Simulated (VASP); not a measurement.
Runs of VASP 6.6.1 on ZrO2. Symmetry: Fm-3m, No. 225, cubic system. The conventional cell has a = 5.116 Å, b = 5.116 Å, c = 5.116 Å, α = 90.00°, β = 90.00°, γ = 90.00°. Zr (site symmetry m-3m) is surrounded by 8 O at 2.22 Å. O (site symmetry -43m) is surrounded by 4 Zr at 2.22 Å. The cell was built by a generator and needn't be a form met in nature.

```csv
task,level,k mesh,grid for exact exchange (PRECFOCK),exchange at q = 0,screening parameter,gap on the mesh (eV),pressure (GPa)
electrostatic potential,PBE0,6 × 6 × 6,Fast,default,-,(a),-6.3
band structure,r2SCAN,10 × 10 × 10,-,-,-,3.82,-3.6
electrostatic potential,HSE06,8 × 8 × 8,Fast,-,0.2 1/A,4.94,-6.4
electrostatic potential,r2SCAN,10 × 10 × 10,-,-,-,3.82,-3.6
```

Alike in all rows: potentials or basis VASP PAW PBE potentials, release 64 (Zr_sv, O); no spin polarisation; cell as given; cutoff (eV) 520; smearing gaussian 0.02 eV.

**Question.** Fill in the values left out.

**Answer.** (a) 5.68.

Caveats: the PAW data sets were made with another functional, which shifts forces and pressure a little.

A k mesh can miss the band edges, and the runs leave out spin-orbit coupling on Zr.

Runs at the PBE level aren't shown here.
